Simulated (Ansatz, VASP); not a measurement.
InP in VASP and in Ansatz

```
In P
1.0
     0.00000    2.93050    2.93050
     2.93050    0.00000    2.93050
     2.93050    2.93050    0.00000
In P
1 1
Direct
  0.00000 0.00000 0.00000
  0.25000 0.25000 0.25000
```

The cell was built by a generator and needn't be a form met in nature.

Alike in both runs: task relaxation of cell and atoms; functional PBEsol; k mesh 8 × 8 × 8; occupations gaussian, width 0.02 eV; no spin polarisation.

|  | VASP | Ansatz |
| --- | --- | --- |
| version | VASP 6.6.1 | Ansatz 0.2.0 |
| potentials or method | VASP PAW PBE potentials, release 64 (In_d, P) | scalar-relativistic, plane waves, PAW |
| plane-wave cutoff (eV) | 600 | 420 |
| valence electrons in the cell | 18 | 18 |

|  | VASP | Ansatz | Ansatz less VASP |
| --- | --- | --- | --- |
| gap on the k mesh at the Fermi level, each at its own relaxed structure (eV) | 0.57 | 0.57 | +0.003 |
| relaxed volume (Å³/atom) | 25.39 | 25.39 | -0.006 |
| relaxed cell length with the largest relative difference (Å) | 4.157 | 4.157 | -0.0003 |

Caveats: the PAW data sets were made with another functional, which shifts forces and pressure a little (VASP); spin-orbit coupling is left out, which moves the levels of the heavy elements.
